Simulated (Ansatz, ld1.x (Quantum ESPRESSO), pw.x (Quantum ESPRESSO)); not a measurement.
## What a changed setting does to a pw.x run (fcc Si)

Potential: norm-conserving Troullier–Martins (Kleinman–Bylander form), ld1.x (Quantum ESPRESSO) 7.5, PBEsol; core [Ne], reference 3s2 3p2; waves: 3p (bound): rc 1.80 bohr; 3d channel at 0.15 Ry: rc 1.85 bohr; 3s (bound): rc 1.75 bohr; local part: the s channel; core correction: none.

The reference run (k-mesh 15³, cutoffs 50/200 Ry, Fermi–Dirac 0.01 Ry, mixing_beta 0.4, conv_thr 1e-9, no spin) gives 0.39 GPa at 14.001 Å³/atom, where all-electron LAPW gives 0.43 GPa. This run, with its own iteration cap, changes nspin = 2 with starting_magnetization to 0.2.

```
&control
  calculation='scf', prefix='x', pseudo_dir='./', outdir='./tmp', tstress=.true., disk_io='none'
/
&system
  ibrav=0, nat=1, ntyp=1, ecutwfc=50, ecutrho=200, nbnd=9,
  occupations='smearing', smearing='fd', degauss=0.01, nspin=2, starting_magnetization(1)=0.2
/
&electrons
  conv_thr=1e-09, mixing_beta=0.4, electron_maxstep=50
/
ATOMIC_SPECIES
Si 1.0 Si.UPF
CELL_PARAMETERS angstrom
  0.00000000 1.91297673 1.91297673
  1.91297673 0.00000000 1.91297673
  1.91297673 1.91297673 0.00000000
ATOMIC_POSITIONS crystal
Si 0.0000 0.0000 0.0000
K_POINTS automatic
15 15 15 0 0 0
```

```bash
pw.x < Si.scf.in > Si.scf.out
```

Task: How does the run end?

Result: It converges in 6 iterations; the free energy moves by +0.0 meV/atom and the pressure by +0.00 GPa. The result is that of the reference run.

```
Message from routine setup:
     using ibrav=0 with symmetry is DISCOURAGED, use correct ibrav instead
     lattice parameter (alat)  =       5.1124  a.u.
     unit-cell volume          =      94.4834 (a.u.)^3
     number of electrons       =         4.00
     number of Kohn-Sham states=            9
     kinetic-energy cutoff     =      50.0000  Ry
     charge density cutoff     =     200.0000  Ry
     scf convergence threshold =      1.0E-09
     Exchange-correlation= PBESOL
     atomic species   magnetization
     number of k points=   120  Fermi-Dirac smearing, width (Ry)=  0.0100
     iteration #  1     ecut=    50.00 Ry     beta= 0.40
     total energy              =      -7.85762900 Ry
     estimated scf accuracy    <       0.00543657 Ry
     total magnetization       =     0.19 Bohr mag/cell
     absolute magnetization    =     0.19 Bohr mag/cell
     iteration #  2     ecut=    50.00 Ry     beta= 0.40
     total energy              =      -7.86132702 Ry
     estimated scf accuracy    <       0.00192775 Ry
     total magnetization       =     0.13 Bohr mag/cell
     absolute magnetization    =     0.13 Bohr mag/cell
     iteration #  3     ecut=    50.00 Ry     beta= 0.40
     total energy              =      -7.86244931 Ry
     estimated scf accuracy    <       0.00005271 Ry
     total magnetization       =     0.04 Bohr mag/cell
     absolute magnetization    =     0.04 Bohr mag/cell
     iteration #  4     ecut=    50.00 Ry     beta= 0.40
     total energy              =      -7.86255008 Ry
     estimated scf accuracy    <       0.00000099 Ry
     total magnetization       =     0.00 Bohr mag/cell
     absolute magnetization    =     0.00 Bohr mag/cell
     iteration #  5     ecut=    50.00 Ry     beta= 0.40
     total energy              =      -7.86255227 Ry
     estimated scf accuracy    <       0.00000010 Ry
     total magnetization       =    -0.00 Bohr mag/cell
     absolute magnetization    =     0.00 Bohr mag/cell
     iteration #  6     ecut=    50.00 Ry     beta= 0.40
     the Fermi energy is    11.1348 ev
!    total energy              =      -7.86255230 Ry
     estimated scf accuracy    <          9.0E-10 Ry
     smearing contrib. (-TS)   =      -0.00196880 Ry
     The total energy is F=E-TS. E is the sum of the following terms:
     one-electron contribution =       4.71899703 Ry
     hartree contribution      =       0.02687885 Ry
     xc contribution           =      -2.46015910 Ry
     ewald contribution        =     -10.14630027 Ry
     total magnetization       =    -0.00 Bohr mag/cell
     absolute magnetization    =     0.00 Bohr mag/cell
     convergence has been achieved in   6 iterations
          total   stress  (Ry/bohr**3)                   (kbar)     P=        3.92
     Message from routine punch:
     Nothing written, as per user request (disk_io='none')
```

The run took about 9.8 s on one core of a shared host (Neoverse-V2, 48 threads, 185 GiB, load 28).
